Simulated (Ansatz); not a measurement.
# AlN (Fm-3m) in Ansatz: settings compared

The runs below take AlN through band structure, with PBEsol, RPBE.

Everything below comes from runs of Ansatz 0.2.0. Logs are shortened: lines on timing, memory, paths and dates and some standing lists are left out, and cuts for length are marked.

## Step 1: Starting point

The structure is cubic, space group Fm-3m (No. 225). The conventional cell has a = 4.069 Å, b = 4.069 Å, c = 4.069 Å, α = 90.00°, β = 90.00°, γ = 90.00°. Al (site symmetry m-3m) is surrounded by 6 N at 2.03 Å. Around N (site symmetry m-3m) lie 6 Al at 2.03 Å.

Measurements of this composition are mostly on another form, of space group No. 186.

## Step 2: Band structure, PBEsol

The input, input.yaml:

```yaml
crystal:
  lattice:
    - [0.0, 2.034518, 2.034518]
    - [2.034518, 0.0, 2.034518]
    - [2.034518, 2.034518, 0.0]
  atoms:
    - { symbol: Al, position: [0.5, 0.5, 0.5] }
    - { symbol: "N", position: [0.0, 0.0, 0.0] }
hamiltonian:
  xc: pbesol
  pseudopotentials: { kind: paw }
kpoints:
  mp_grid: { grid: [11, 11, 11] }
  band_path:
    path:
      - [[0.0, 0.0, 0.0], [0.5, 0.0, 0.5], [0.5, 0.25, 0.75], [0.375, 0.375, 0.75], [0.0, 0.0, 0.0], [0.5, 0.5, 0.5], [0.625, 0.25, 0.625], [0.5, 0.25, 0.75], [0.5, 0.5, 0.5], [0.375, 0.375, 0.75]]
      - [[0.625, 0.25, 0.625], [0.5, 0.0, 0.5]]
    npoints: 14
scf:
  occupations: { method: fermi_dirac, width: 0.05 }
  n_extra_bands: 6
output:
  forces: true
  stress: true
  eigenvalues: true
  fatbands: false
```

Potentials or basis: Ansatz PAW.

Command:

```sh
$ ansatz run input.yaml --threads 2 --pin off --max-ram 5632MiB --backend cpu --events-out ev --progress --plain --runs-dir out
```

Log:

```text
Warning: RAYON_NUM_THREADS=2 ignored (pool sized by the plan → 2); use --threads N
scf.n_extra_bands = 6 over 4 filled bands (N_el = 8.0): the run solves 10 bands
Engine: ansatz 0.2.0, x86_64-unknown-linux-gnu
Pseudopotentials: kind: paw
Pseudopotential: Al, paw, valence charge 3, recommended cutoff 420 eV (normal), Al.paw.azcp
Pseudopotential: N, paw, valence charge 5, recommended cutoff 420 eV (normal), N.paw.azcp
Functional definition: PBEsol
  exchange = pbesol_x
  correlation = pbesol_c
Crystal: 2 atoms, lattice volume = 16.843 Å³
Basis set: ecut = 420 eV, 331 PW (Γ), exchange–correlation on 40×40×40 points (8 copies of the dense FFT grid, shifted against one another)
Bands: 10, of which v1, the nominal top of the filled ones, is band 4 counted from 1 (3 counted from 0)
Symmetry: 48 space group operations
Space group: Fm-3m (ITA 225), of the structure as read, at distance tolerance 2.6e-5 Å
k-points: 56 of 1331
Non-local potential: Al, projectors of the file, l = 0: 2, l = 1: 2, l = 2: 1
Non-local potential: N, projectors of the file, l = 0: 2, l = 1: 2, l = 2: 1
PAW form: soft (Blöchl's): semilocal exchange-correlation on the pseudo side does not see the compensation charge
PAW frozen core: Al, regenerated for the run's functional, and the local potential with it (the file was generated under x = pbe(κ = 0.804, μ = 0.2195149727645171), c = pbe(β = 0.06672455060314922))
PAW frozen core: N, regenerated for the run's functional, and the local potential with it (the file was generated under x = pbe(κ = 0.804, μ = 0.2195149727645171), c = pbe(β = 0.06672455060314922))
PAW one-centre angular grid: Al, 110 points (default); XC on 64 Gauss nodes
PAW one-centre angular grid: N, 110 points (default); XC on 64 Gauss nodes
Initial density: superposition of atomic densities (neutral atoms: chi_scale 0, normalization atom), corrected by the library's trained network
Initial wavefunctions: pseudopotential atomic-orbital guess
Functional: x = pbesol(κ = 0.804, μ = 0.12345679012345678), c = pbesol(β = 0.046)
SCF iter   1: F=—  HF=-905.755056 eV  |F-HF|=—  |Δ(HF+E_count)|=         —  Δρ=1.08e-2  dr2=1.89e-2  ethr=1.77e-3  ⟨swp⟩=4.8  Hψ=3528  notcnv=0  defer=7
preconditioner: auto → none  [insulator: Δε(μ)=4.373 eV  Ē_g=19.024 eV  σ=0.050 eV  W_gap=1.00  n_scr=0 (ndim 8)  ℏωp=25.6 eV  f_vac=0.000  D(μ)=0.00/eV (n_scr^D=0)  ε∞_Penn≈2.8]
SCF iter   2: F=—  HF=-905.749873 eV  |F-HF|=—  |Δ(HF+E_count)|=   5.18e-3  Δρ=3.94e-3  dr2=2.67e-3  ethr=2.36e-4  ⟨swp⟩=2.0  Hψ=1179  notcnv=0  defer=53
SCF iter   3: F=—  HF=-905.749099 eV  |F-HF|=—  |Δ(HF+E_count)|=   7.74e-4  Δρ=4.50e-4  dr2=1.28e-5  ethr=3.33e-5  ⟨swp⟩=2.3  Hψ=704  notcnv=0  defer=53
SCF iter   4: F=—  HF=-905.749091 eV  |F-HF|=—  |Δ(HF+E_count)|=   7.90e-6  Δρ=2.94e-5  dr2=8.98e-8  ethr=1.59e-7  ⟨swp⟩=1.2  Hψ=498  notcnv=0  defer=53
iter 5 did not close the SCF: its close was put off for the readings that it lacked (scf_convergence_deferred on its scf_iter line)
SCF iter   5: F=-905.749091 eV  HF=-905.749091 eV  |F-HF|=1.71e-10  |Δ(HF+E_count)|=   2.71e-8  Δρ=3.11e-6  dr2=4.92e-10  ethr=1.12e-9  ⟨swp⟩=2.4  Hψ=678  notcnv=0  defer=53
SCF iter   6: F=-905.749091 eV  HF=-905.749091 eV  |F-HF|=2.27e-13  |Δ(HF+E_count)|=  2.61e-10  Δρ=1.84e-7  dr2=3.07e-12  ethr=6.15e-12  ⟨swp⟩=4.4  Hψ=2408  notcnv=0
SCF 1 converged in 6 iterations: F = -905.749091 eV  dr2 = 3.07e-12
NSCF: frozen V_eff on 142 k-points
SCF converged after 6 iterations
Free energy (F): -905.749091 eV
Harris-Foulkes:  -905.749091 eV  (|F-HF|=2.27e-13)
Internal energy: -905.749091 eV  (E = F + TS)
E sigma→0 (E₀):  -905.749091 eV
Fermi energy:    13.130182 eV
--- Per-component energies (eV) ---
  E_band       = 36.486304
  E_kinetic    = 161.475751
  E_local      = -170.118195  (includes V_loc(G=0)·N_el)
  E_nonlocal   = 54.303655
  E_hartree    = 61.456351
  E_xc         = -101.937842
  E_vxc        = -109.207303  (∫ρ·V_xc dr)
  E_paw        = -577.304210  (= ΣΔE_a)
  E_vpaw       = -22.880423  (= ΣTr[D̂ρ^β])
  E_aug_tail   = 0.000094  (compensation charges beyond the density's cutoff)
  E_ewald      = -333.671934
  E_core_change = 0.047238  (= ΣΔE_core)
  E_smearing   = -0.000000  (= −TS)
  E_closure    = -0.000000  (closes the sum)
  Σ components = -905.749091   (vs F -905.749091, Δ=0.00e0)
--- Forces (eV/Å), atoms counted from 1 ---
  atom   1  Al     0.00000000    -0.00000000     0.00000000
  atom   2  N     -0.00000000     0.00000000     0.00000000
  max |Σ_I F_I| component: 4.77e-31 eV/Å
--- Stress (GPa, compression-positive) ---
       -4.466420       0.000000      -0.000000
        0.000000      -4.466420       0.000000
       -0.000000      -0.000000      -4.466420
  P = ⅓ Tr σ = -4.4664 GPa (-44.664 kbar)
--- Band table (eV; the first three rows and the last of 56) ---
  k-point 0: bands = ["-6.4906", "10.8745", "10.8745", "10.8745", "16.2539", "22.7979", "22.7979", "22.7979", "27.8838", "28.3142"]
  k-point 1: bands = ["-6.3230", "10.0103", "10.7743", "10.7743", "16.8023", "22.0162", "23.0471", "23.0471", "26.8870", "26.8870"]
  k-point 2: bands = ["-5.8325", "8.1398", "10.5229", "10.5229", "17.5079", "21.3770", "23.3115", "23.3115", "26.1045", "26.1045"]
  k-point 55: bands = ["-2.1981", "5.0018", "5.2879", "7.3371", "18.5160", "20.7770", "21.9599", "23.1579", "29.0468", "30.1613"]
```

bands.tsv:

```text
# k_distance	band_0	band_1	band_2	band_3	band_4	band_5	band_6	band_7	band_8	band_9
# fermi_ev = 13.130182
# lock_threshold_ev = 1e-6
# [0, 0, 0] at k_distance = 0.000000
# [0.5, 0, 0.5] at k_distance = 1.544146
[... 152 lines left out ...]
9.717200	-15.413799	-9.456778	-5.598102	-4.960371	2.422840	3.532998	11.308032	14.102700	14.389190	21.003723
9.756195	-15.420835	-9.496243	-5.407646	-4.984280	2.338449	3.301799	11.370143	14.269589	14.461979	20.800917
9.795191	-15.426802	-9.527344	-5.248467	-5.002974	2.258146	3.125056	11.418654	14.408009	14.521000	20.633913
9.834186	-15.431295	-9.549307	-5.127985	-5.016347	2.188818	3.003755	11.453827	14.512608	14.564577	20.508957
9.873182	-15.434117	-9.562875	-5.052712	-5.024394	2.140856	2.934208	11.474710	14.577753	14.590948	20.431443
9.912177	-15.435065	-9.567276	-5.027076	-5.027076	2.123644	2.911706	11.481799	14.599936	14.599936	20.405153
```

It took 0.52 s on 2 threads of Intel Xeon 6975P-C (Granite Rapids), shared host; peak memory 0.32 GiB.

What came out:

| Item | Value |
| --- | --- |
| Free energy | -905.7491 eV |
| Pressure | -4.5 GPa |
| Band gap on the k mesh | 4.51 eV, indirect (least direct gap 5.38 eV) |
| Band gap along the path | 4.38 eV, indirect (least direct gap 5.38 eV) |

Levels at the corners of the path, in eV from the valence-band top:
```
point  band 1  band 2  band 3  band 4  band 5  band 6  band 7  band 8  band 9
    Γ  -17.37    0.00    0.00    0.00    5.38   11.92   11.92   11.92   17.01
    X  -13.18   -7.31   -2.77   -2.77    4.38    5.17   13.74   16.86   16.86
    W  -13.02   -5.65   -5.65   -3.89    7.86   10.50   10.50   11.95   18.86
    K  -13.16   -6.46   -5.42   -2.27    5.65    9.04   12.52   14.37   15.89
    Γ  -17.37    0.00    0.00    0.00    5.38   11.92   11.92   11.92   17.01
    L  -14.14   -8.24   -1.06   -1.06    5.92   10.76   10.76   12.97   15.68
    U  -13.16   -6.46   -5.42   -2.27    5.65    9.04   12.52   14.37   15.89
    W  -13.02   -5.65   -5.65   -3.89    7.86   10.50   10.50   11.95   18.86
    L  -14.14   -8.24   -1.06   -1.06    5.92   10.76   10.76   12.97   15.68
    K  -13.16   -6.46   -5.42   -2.27    5.65    9.04   12.52   14.37   15.89
    U  -13.16   -6.46   -5.42   -2.27    5.65    9.04   12.52   14.37   15.89
    X  -13.18   -7.31   -2.77   -2.77    4.38    5.17   13.74   16.86   16.86
```

Caveat: the k mesh misses the band edges, so the gap on the mesh is wider than the one along the path; the pressure holds a Pulay correction of +0.6 GPa for the finite cutoff; the PAW data sets come from PBE, with cores solved anew for the run's functional, which leaves a small shift of forces and pressure. As with any semilocal functional, this PBEsol gap is likely too small.

## Step 3: Band structure, RPBE

Edit input.yaml of step 2 so:

```diff
@@ -9,3 +9,3 @@
 hamiltonian:
-  xc: pbesol
+  xc: rpbe
   pseudopotentials: { kind: paw }
@@ -25,2 +25,6 @@
   eigenvalues: true
-  fatbands: false
+  fatbands: true
+  write_density: true
+  write_potential: true
+  elf: true
+  volumetric_format: npy
```

Potentials or basis: Ansatz PAW.

Command:

```sh
$ ansatz run input.yaml --threads 2 --pin off --max-ram 5632MiB --backend cpu --events-out ev --progress --plain --runs-dir out
```

Log:

```text
Warning: RAYON_NUM_THREADS=2 ignored (pool sized by the plan → 2); use --threads N
scf.n_extra_bands = 6 over 4 filled bands (N_el = 8.0): the run solves 10 bands
[... 4 set-up lines as earlier in the session ...]
Functional definition: RPBE
  parameter kappa = 0.804
  parameter beta = 0.06672455060314922
  exchange = rpbe_x(kappa = kappa, mu = beta*pi^2/3)
  correlation = pbe_c(beta = beta)
Crystal: 2 atoms, lattice volume = 16.843 Å³
Basis set: ecut = 420 eV, 331 PW (Γ), exchange–correlation on 40×40×40 points (8 copies of the dense FFT grid, shifted against one another)
Bands: 10, of which v1, the nominal top of the filled ones, is band 4 counted from 1 (3 counted from 0)
[... 2 set-up lines as earlier in the session ...]
k-points: 56 of 1331
[... 9 set-up lines as earlier in the session ...]
Functional: x = rpbe, c = pbe(β = 0.06672455060314922)
SCF iter   1: F=—  HF=-928.244472 eV  |F-HF|=—  |Δ(HF+E_count)|=         —  Δρ=2.36e-3  dr2=6.76e-4  ethr=1.77e-3  ⟨swp⟩=4.6  Hψ=3500  notcnv=0  defer=7
preconditioner: auto → none  [insulator: Δε(μ)=4.716 eV  Ē_g=19.285 eV  σ=0.050 eV  W_gap=1.00  n_scr=0 (ndim 8)  ℏωp=25.6 eV  f_vac=0.000  D(μ)=0.00/eV (n_scr^D=0)  ε∞_Penn≈2.8]
SCF iter   2: F=—  HF=-928.244382 eV  |F-HF|=—  |Δ(HF+E_count)|=   9.03e-5  Δρ=1.13e-3  dr2=1.44e-4  ethr=8.46e-6  ⟨swp⟩=1.4  Hψ=1046  notcnv=0  defer=33
SCF iter   3: F=—  HF=-928.244373 eV  |F-HF|=—  |Δ(HF+E_count)|=   8.59e-6  Δρ=5.90e-5  dr2=3.96e-7  ethr=1.80e-6  ⟨swp⟩=2.0  Hψ=640  notcnv=0  defer=33
SCF iter   4: F=—  HF=-928.244374 eV  |F-HF|=—  |Δ(HF+E_count)|=   6.42e-7  Δρ=1.62e-5  dr2=1.65e-8  ethr=4.95e-9  ⟨swp⟩=2.5  Hψ=700  notcnv=0  defer=33
iter 5 did not close the SCF: its close was put off for the readings that it lacked (scf_convergence_deferred on its scf_iter line)
SCF iter   5: F=-928.244374 eV  HF=-928.244374 eV  |F-HF|=3.84e-11  |Δ(HF+E_count)|=   1.81e-8  Δρ=1.49e-6  dr2=2.67e-10  ethr=2.06e-10  ⟨swp⟩=2.2  Hψ=678  notcnv=0  defer=33
SCF iter   6: F=-928.244374 eV  HF=-928.244374 eV  |F-HF|=2.73e-12  |Δ(HF+E_count)|=  8.39e-11  Δρ=2.34e-7  dr2=6.61e-12  ethr=3.33e-12  ⟨swp⟩=6.2  Hψ=2914  notcnv=0
SCF 1 converged in 6 iterations: F = -928.244374 eV  dr2 = 6.61e-12
NSCF: frozen V_eff on 142 k-points
SCF converged after 6 iterations
Free energy (F): -928.244374 eV
Harris-Foulkes:  -928.244374 eV  (|F-HF|=2.73e-12)
Internal energy: -928.244374 eV  (E = F + TS)
E sigma→0 (E₀):  -928.244374 eV
Fermi energy:    13.429707 eV
--- Per-component energies (eV) ---
  E_band       = 38.121006
  E_kinetic    = 162.229396
  E_local      = -170.349836  (includes V_loc(G=0)·N_el)
  E_nonlocal   = 53.071037
  E_hartree    = 62.453673
  E_xc         = -103.244894
  E_vxc        = -109.641395  (∫ρ·V_xc dr)
  E_paw        = -598.696363  (= ΣΔE_a)
  E_vpaw       = -22.095674  (= ΣTr[D̂ρ^β])
  E_aug_tail   = 0.000099  (compensation charges beyond the density's cutoff)
  E_ewald      = -333.671934
  E_core_change = -0.035552  (= ΣΔE_core)
  E_smearing   = -0.000000  (= −TS)
  E_closure    = -0.000000  (closes the sum)
  Σ components = -928.244374   (vs F -928.244374, Δ=0.00e0)
--- Forces (eV/Å), atoms counted from 1 ---
  atom   1  Al     0.00000000    -0.00000000     0.00000000
  atom   2  N     -0.00000000     0.00000000     0.00000000
  max |Σ_I F_I| component: 7.40e-31 eV/Å
--- Stress (GPa, compression-positive) ---
        4.892783       0.000000      -0.000000
        0.000000       4.892783       0.000000
        0.000000      -0.000000       4.892783
  P = ⅓ Tr σ = 4.8928 GPa (48.928 kbar)
--- Band table (eV; the first three rows and the last of 56) ---
  k-point 0: bands = ["-6.3349", "11.0815", "11.0815", "11.0815", "16.4956", "23.1742", "23.1742", "23.1742", "28.2728", "28.6728"]
  k-point 1: bands = ["-6.1692", "10.2197", "10.9823", "10.9823", "17.0518", "22.3909", "23.4237", "23.4237", "27.2991", "27.2991"]
  k-point 2: bands = ["-5.6847", "8.3575", "10.7330", "10.7330", "17.7834", "21.7372", "23.6963", "23.6963", "26.5168", "26.5168"]
  k-point 55: bands = ["-2.1432", "5.2697", "5.5561", "7.5945", "18.8942", "21.1262", "22.3102", "23.5539", "29.4924", "30.6114"]
```

Run time: 0.59 s. Hardware: 2 threads of Intel Xeon 6975P-C (Granite Rapids), shared host; peak memory 0.32 GiB.

What came out:

```
Free energy             : -928.2444 eV
Pressure                : 4.9 GPa
Band gap on the k mesh  : 4.69 eV, indirect (least direct gap 5.41 eV)
Band gap along the path : 4.56 eV, indirect (least direct gap 5.41 eV)
```

Levels at the corners of the path, in eV from the valence-band top:
```
point  band 1  band 2  band 3  band 4  band 5  band 6  band 7  band 8
    Γ  -17.42    0.00    0.00    0.00    5.41   12.09   12.09   12.09
    X  -13.33   -7.24   -2.74   -2.74    4.56    5.34   13.90   17.10
    W  -13.18   -5.59   -5.59   -3.84    8.03   10.64   10.64   12.13
    K  -13.31   -6.40   -5.35   -2.25    5.83    9.19   12.67   14.59
    Γ  -17.42    0.00    0.00    0.00    5.41   12.09   12.09   12.09
    L  -14.27   -8.16   -1.05   -1.05    6.03   10.96   10.96   13.14
    U  -13.31   -6.40   -5.35   -2.25    5.83    9.19   12.67   14.59
    W  -13.18   -5.59   -5.59   -3.84    8.03   10.64   10.64   12.13
    L  -14.27   -8.16   -1.05   -1.05    6.03   10.96   10.96   13.14
    K  -13.31   -6.40   -5.35   -2.25    5.83    9.19   12.67   14.59
    U  -13.31   -6.40   -5.35   -2.25    5.83    9.19   12.67   14.59
    X  -13.33   -7.24   -2.74   -2.74    4.56    5.34   13.90   17.10
```

Caveat: the k mesh misses the band edges, so the gap on the mesh is wider than the one along the path; the pressure holds a Pulay correction of +0.5 GPa for the finite cutoff; the PAW data sets come from PBE, with cores solved anew for the run's functional, which leaves a small shift of forces and pressure.
